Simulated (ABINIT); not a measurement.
FeSi2 (Linzhiite): relaxation of cell and atoms with LDA-PZ

Crystal: FeSi2 (Linzhiite).

```
Fe Si
1.0
     2.68400    0.00000    0.00000
     0.00000    2.68400    0.00000
     0.00000    0.00000    5.12800
Fe Si
1 2
Direct
  0.00000 0.00000 0.00000
  0.50000 0.50000 0.73000
  0.50000 0.50000 0.27000
```

- Program: ABINIT 10.8.3 (patched build)
- Task: relaxation of cell and atoms
- Functional: LDA-PZ
- Potentials or basis: JTH PAW LDA v2.0
- Cutoff: 707 eV
- k mesh: 8 × 8 × 4
- Occupations: fermi-dirac, width 0.05 eV
- Spin: collinear spin, ferromagnetic start
- Starting moments: [3.0, 0.0, 0.0] μB
- Cell freedom (optcell): 2
- Optimiser (ionmov): 2
- Cutoff smearing ecutsm (Ha): 0.5
- Force stop (Ha/bohr): 2e-05
- Fine-grid cutoff: 1306.15 eV

```yaml
Relaxed_volume: 11.94 Å³/atom
Relaxed_cell: a = 2.658 Å, b = 2.658 Å, c = 5.069 Å, α = 90.00°, β = 90.00°, γ = 90.00°
Space_group_after_relaxing_to_0.05_Å: P4/mmm (No. 123)
Energy_gained_by_relaxing: 7.3 meV/atom
Ionic_steps: 7
Pressure_after_relaxing: 0.0 GPa
Band_gap_on_the_k_mesh: none (metal or under the smearing width)
Net_moment: 0.00 μB per cell
```

Step by step:
```csv
step,energy change (eV),largest force (eV/Å),pressure (GPa),volume (Å³)
1,0.0000,0.0746,-5.90,36.94
2,-0.0178,0.1303,-2.36,36.28
3,-0.0215,0.1129,0.12,35.84
4,-0.0217,0.0754,0.10,35.83
5,-0.0219,0.0040,-0.01,35.83
6,-0.0219,0.0033,-0.01,35.82
7,-0.0220,0.0001,0.00,35.82
```

Final structure:
```yaml
crystal:
  lattice:
    - [2.65826, 0.00000, 0.00000]
    - [0.00000, 2.65826, 0.00000]
    - [0.00000, 0.00000, 5.06919]
  atoms:
    - { symbol: Fe, position: [0.00000, 0.00000, 0.00000] }
    - { symbol: Si, position: [0.50000, 0.50000, 0.72867] }
    - { symbol: Si, position: [0.50000, 0.50000, 0.27133] }
```

Run time: 16 min on 1 thread of Intel(R) Xeon(R) Platinum 8259CL CPU @ 2.50GHz (Skylake/Cascade Lake) (shared host), peak memory 0.17 GiB.

Caveat: the starting moments collapsed, and a magnetic state may lie lower. Zero-point motion and thermal expansion aren't in these numbers.
